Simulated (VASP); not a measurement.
# KBr (strained zincblende), PBE single-point calculation: Ansatz's output and VASP's

```
K Br
1.0
     0.05532    3.68830    3.68830
     3.68830    0.05532    3.68830
     3.74362    3.74362    0.00000
K Br
1 1
Direct
  0.00342 0.00342 0.99658
  0.24658 0.24658 0.25342
```

Ansatz printed

```
SCF 1 converged in 6 iterations: F = -4324.314821 eV  dr2 = 6.49e-10
  greatest PAW one-centre occupation: 0.987 electrons in one spin orbital (limit 2), on the K atom at site 0 (counted from 0), in its partial waves of l = 0
NSCF: frozen V_eff on 7 k-points
SCF converged after 6 iterations
Free energy (F): -4324.314821 eV
Harris-Foulkes:  -4324.314821 eV  (|F-HF|=9.21e-10)
Internal energy: -4324.314821 eV  (E = F + TS)
E sigma→0 (E₀):  -4324.314821 eV
Fermi energy:    1.076229 eV
--- Per-component energies (eV) ---
  E_band       = -165.645715
  E_kinetic    = 388.053478
  E_local      = -1044.998063  (includes V_loc(G=0)·N_el)
  E_nonlocal   = 82.840471
  E_hartree    = 359.047282
  E_xc         = -400.361698
  E_vxc        = -269.273307  (∫ρ·V_xc dr)
  E_paw        = -3028.382378  (= ΣΔE_a)
  E_vpaw       = -40.363273  (= ΣTr[D̂ρ^β])
  E_aug_tail   = -0.000003  (compensation charges beyond the density's cutoff)
  E_ewald      = -680.513909
  E_smearing   = -0.000000  (= −TS)
  E_closure    = -0.000000  (closes the sum)
  Σ components = -4324.314821   (vs F -4324.314821, Δ=0.00e0)
--- Forces (eV/Å), atoms counted from 1 ---
  atom   1  K      0.00000000    -0.00000000     0.00160785
  atom   2  Br    -0.00000000    -0.00000000    -0.00159724
  max |Σ_I F_I| component: 1.06e-5 eV/Å
--- Stress (GPa, compression-positive) ---
        0.253526      -0.067664      -0.000000
       -0.067664       0.253526       0.000000
       -0.000000       0.000000       0.249309
  P = ⅓ Tr σ = 0.2521 GPa (2.521 kbar)
--- Band table (eV; the first three rows and the last of 46) ---
  k-point 0: bands = ["-28.9014", "-12.9916", "-12.4009", "-12.3987", "-12.3976", "-1.1534", "-1.1329", "-1.1095", "3.1631", "7.4878", "7.4962", "8.4408"]
  k-point 1: bands = ["-28.9010", "-13.0538", "-12.4025", "-12.4001", "-12.3290", "-1.2604", "-1.1327", "-1.1066", "3.5851", "7.2196", "7.2789", "8.0677"]
  k-point 2: bands = ["-28.9003", "-13.1510", "-12.4056", "-12.4030", "-12.2190", "-1.4432", "-1.1204", "-1.1013", "4.5402", "6.7710", "7.0252", "7.1666"]
  k-point 45: bands = ["-28.8995", "-13.2312", "-12.4156", "-12.4137", "-12.1131", "-1.5516", "-1.1576", "-1.1098", "4.9511", "6.0591", "7.8126", "8.3023"]
```

The two codes use different PAW datasets and cutoffs. VASP's cell holds 16 valence electrons and Ansatz's 16. Ansatz's stress includes a Pulay correction; VASP's doesn't.

Task: What does VASP give for the same cell and level of theory?

Result: gap between bands v and c 4.26 eV; least direct gap 4.27 eV; pressure 0.3 GPa.

From OUTCAR

```
k-points           NKPTS =     46   k-points in BZ     NKDIM =     46   number of bands    NBANDS=     15

   NELECT =      16.0000    total number of electrons

   dimension x,y,z NGX =    40 NGY =   40 NGZ =   40
   dimension x,y,z NGXF=    80 NGYF=   80 NGZF=   80

  energy-cutoff  :      520.00
  volume of cell :      100.33
      direct lattice vectors                 reciprocal lattice vectors
     0.055324489  3.688299294  3.688299294    -0.137628260  0.137628260  0.135563836
     3.688299294  0.055324489  3.688299294     0.137628260 -0.137628260  0.135563836
     3.743623784  3.743623784  0.000000000     0.133560429  0.133560429 -0.135563836

 k-points in reciprocal lattice and weights: KPOINTS created by Atomic Simulation Env
   0.00000000  0.00000000  0.00000000       0.005
   0.16666667  0.00000000  0.00000000       0.019
   0.33333333  0.00000000  0.00000000       0.019
   0.50000000  0.00000000  0.00000000       0.009
   0.16666667  0.16666667  0.00000000       0.009
   0.33333333  0.16666667  0.00000000       0.019
   0.50000000  0.16666667  0.00000000       0.019
  -0.33333333  0.16666667  0.00000000       0.019
   ...

 E-fermi :  -2.6471

 k-point     1 :       0.0000    0.0000    0.0000
  band No.  band energies     occupation
      1     -30.9194      2.00000
      2     -15.0051      2.00000
      3     -14.4185      2.00000
      4     -14.4163      2.00000
      5     -14.4151      2.00000
      6      -3.1659      2.00000
      7      -3.1455      2.00000
      8      -3.1221      2.00000
      9       1.1490      0.00000
     10       5.4810      0.00000
     11       5.4895      0.00000
     12       6.4406      0.00000
     13       6.4747      0.00000
     14       6.5064      0.00000
     15       6.9860      0.00000

 k-point     2 :       0.1667    0.0000    0.0000
  band No.  band energies     occupation
      1     -30.9190      2.00000
      2     -15.0637      2.00000
      3     -14.4191      2.00000
      4     -14.4167      2.00000
      5     -14.3529      2.00000
      6      -3.2502      2.00000
      7      -3.1610      2.00000
      8      -3.1364      2.00000
      9       1.5860      0.00000
     10       5.2066      0.00000
     11       5.2574      0.00000
     12       6.1284      0.00000
     13       6.5285      0.00000
     14       6.8703      0.00000
     15       6.9732      0.00000

 k-point     3 :       0.3333    0.0000    0.0000
  band No.  band energies     occupation
      1     -30.9183      2.00000
      2     -15.1559      2.00000
      3     -14.4226      2.00000
      4     -14.4200      2.00000
      5     -14.2494      2.00000
      6      -3.4393      2.00000
      7      -3.1520      2.00000
      8      -3.1362      2.00000
      9       2.5586      0.00000
     10       4.8603      0.00000
     11       4.9923      0.00000
     12       5.1411      0.00000
     13       6.4770      0.00000
     14       6.6232      0.00000
     15       6.7699      0.00000

 k-point     4 :       0.5000    0.0000    0.0000
  band No.  band energies     occupation
      1     -30.9179      2.00000
      2     -15.1944      2.00000
      3     -14.4243      2.00000
      4     -14.4216      2.00000
      5     -14.2053      2.00000
      6      -3.5157      2.00000
      7      -3.1479      2.00000
      8      -3.1362      2.00000
      9       3.4112      0.00000
     10       3.8808      0.00000
     11       4.9616      0.00000
     12       5.1651      0.00000
     13       6.4628      0.00000
     14       6.5435      0.00000
     15       7.0768      0.00000

 k-point     5 :       0.1667    0.1667    0.0000
  band No.  band energies     occupation
      1     -30.9189      2.00000
      2     -15.0832      2.00000
      3     -14.4222      2.00000
      4     -14.4191      2.00000
      5     -14.3265      2.00000
      6      -3.2836      2.00000
      7      -3.1680      2.00000
      8      -3.1233      2.00000
      9       1.7196      0.00000
     10       4.6676      0.00000
     11       5.7103      0.00000
     12       6.2668      0.00000
     13       6.7338      0.00000
     14       6.7947      0.00000
     15       6.8240      0.00000

 k-point     6 :       0.3333    0.1667    0.0000
  band No.  band energies     occupation
      1     -30.9183      2.00000
      2     -15.1580      2.00000
      3     -14.4269      2.00000
      4     -14.4227      2.00000
      5     -14.2390      2.00000
      6      -3.4079      2.00000
      7      -3.1642      2.00000
      8      -3.1489      2.00000
      9       2.4882      0.00000
     10       4.3173      0.00000
     11       5.4093      0.00000
     12       5.5743      0.00000
     13       6.6093      0.00000
     14       6.6264      0.00000
     15       7.0143      0.00000

 ...

  Total        0.1732004      0.1732004      0.1706036     -0.0420445      0.0000000      0.0000000
  in kB        2.7659788      2.7659788      2.7245069     -0.6714432      0.0000000      0.0000000
  external PRESSURE =       2.7521549 kB  Pullay stress =       0.0000000 kB

 POSITION                                       TOTAL-FORCE (eV/Angst)
 -----------------------------------------------------------------------------------
      3.74362      3.74362      0.02520         0.000000      0.000000      0.002077
      1.87181      1.87181      1.81895        -0.000000     -0.000000     -0.002077
 -----------------------------------------------------------------------------------
    total drift:                               -0.000000     -0.000000     -0.000013

  FREE ENERGIE OF THE ION-ELECTRON SYSTEM (eV)
  ---------------------------------------------------
  free  energy   TOTEN  =        -6.0342197322 eV

  energy  without entropy=       -6.0342197322  energy(sigma->0) =       -6.03421973
```
